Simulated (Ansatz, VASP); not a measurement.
LiCl in VASP and in Ansatz

```
CELL_PARAMETERS angstrom
0.00000 2.57730 2.57730
2.62860 -0.05130 2.62860
2.57730 2.57730 0.00000
ATOMIC_POSITIONS crystal
Li 0.00000 0.00000 0.00000
Cl 0.50000 0.50000 0.50000
```

Alike in both runs: task single point; functional PBEsol; k mesh 8 × 8 × 8; occupations gaussian, width 0.02 eV; no spin polarisation.

|  | VASP | Ansatz |
| --- | --- | --- |
| version | VASP 6.6.1 | Ansatz 0.2.0 |
| potentials or method | VASP PAW PBE potentials, release 64 (Li_sv, Cl) | scalar-relativistic, plane waves, PAW |
| plane-wave cutoff (eV) | 520 | 420 |
| valence electrons in the cell | 10 | 10 |

|  | VASP | Ansatz | Ansatz less VASP |
| --- | --- | --- | --- |
| gap on the k mesh at the Fermi level (eV) | 5.83 | 5.82 | -0.009 |
| least direct gap on the mesh (eV) | 5.83 | 5.82 | -0.009 |

 A k mesh can miss the band edges.
